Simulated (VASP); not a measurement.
## MgTe: relaxation of cell and atoms with PBEsol

Crystal: MgTe.

```xyz
2
Lattice="0.0000 3.2320 3.2320 3.2320 0.0000 3.2320 3.2320 3.2320 0.0000" Properties=species:S:1:pos:R:3 pbc="T T T"
Mg    0.0000    0.0000    0.0000
Te    1.6160    1.6160    1.6160
```

The cell was built by a generator and needn't be a form met in nature.

```json
{
 "Program": "VASP 6.6.1",
 "Task": "relaxation of cell and atoms",
 "Functional": "PBEsol",
 "Potentials or basis": "VASP PAW PBE potentials, release 64 (Mg, Te)",
 "Cutoff": "600 eV",
 "k mesh": "8 × 8 × 8",
 "Occupations": "gaussian, width 0.03 eV",
 "Spin": "no spin polarisation",
 "Further INCAR settings": "ALGO = Normal; EDIFF = 1e-06; IBRION = 2; EDIFFG = -0.01; NSW = 90; ISIF = 3"
}
```

```yaml
Relaxed_volume: 33.37 Å³/atom
Relaxed_cell: a = 4.553 Å, b = 4.553 Å, c = 4.553 Å, α = 60.00°, β = 60.00°, γ = 60.00°
Space_group_after_relaxing_to_0.05_Å: F-43m (No. 216)
Energy_gained_by_relaxing: 0.4 meV/atom
Ionic_steps: 2
Pressure_after_relaxing: 0.0 GPa
Band_gap_on_the_k_mesh: 2.35 eV, direct
```

The path:
```
step  energy change (eV)  largest force (eV/Å)  pressure (GPa)  volume (Å³)
   1              0.0000                0.0000           -0.38        67.52
   2             -0.0009                0.0000            0.03        66.74
```

Final structure:
```
Mg Te
1.0
     0.00000    3.21945    3.21945
     3.21945    0.00000    3.21945
     3.21945    3.21945    0.00000
Mg Te
1 1
Direct
  0.00000 0.00000 0.00000
  0.25000 0.25000 0.25000
```

Levels at points of the mesh, in eV from the valence-band top:
```tsv
k point	band 1	band 2	band 3	band 4	band 5	band 6	band 7	band 8
(0.00, 0.00, 0.00)	-10.25	0.00	0.00	0.00	2.35	5.43	5.43	5.43
(0.50, 0.00, 0.00)	-9.65	-3.29	-0.43	-0.43	3.17	5.47	5.47	7.20
(0.50, 0.50, 0.00)	-9.44	-3.10	-1.21	-1.21	2.70	3.48	9.60	9.60
```

Run time: 23 s on 1 thread of AMD EPYC 9R14 (Zen 4), with other jobs on the host, peak memory 0.21 GiB.

Caveat: the PAW data sets were made with another functional, which shifts forces and pressure a little; spin-orbit coupling is left out, which moves the levels of the heavy elements. A k mesh can miss the band edges.
